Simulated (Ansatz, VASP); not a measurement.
## Ga: VASP beside Ansatz

```
Ga
1.0
    -1.49973    1.49973    1.49973
     1.49973   -1.49973    1.49973
     1.49973    1.49973   -1.49973
Ga
1
Direct
  0.00000 0.00000 0.00000
```

Change from the starting cell: volume scaled by 0.75, PAW files.

Alike in both runs: task single point; functional PBEsol; k mesh 16 × 16 × 16; occupations fermi-dirac, width 0.05 eV; no spin polarisation.

|  | VASP | Ansatz |
| --- | --- | --- |
| version | VASP 6.6.1 | Ansatz 0.2.0 |
| potentials or method | VASP PAW PBE potentials, release 64 (Ga_d) | PAW with Ansatz's default frozen-core files, scalar-relativistic |
| plane-wave cutoff (eV) | 520 | 420 |
| valence electrons in the cell | 13 | 13 |

Ansatz gave:

- pressure (GPa): 33.7

Task: Which values does VASP return?

Result: Pressure (GPa): 33.9.

Caveats: so large a pressure means that the cell lies far from this level's equilibrium, or that cutoff or potentials fall short (VASP); the potentials were made for another functional, which shifts forces and pressure (VASP).
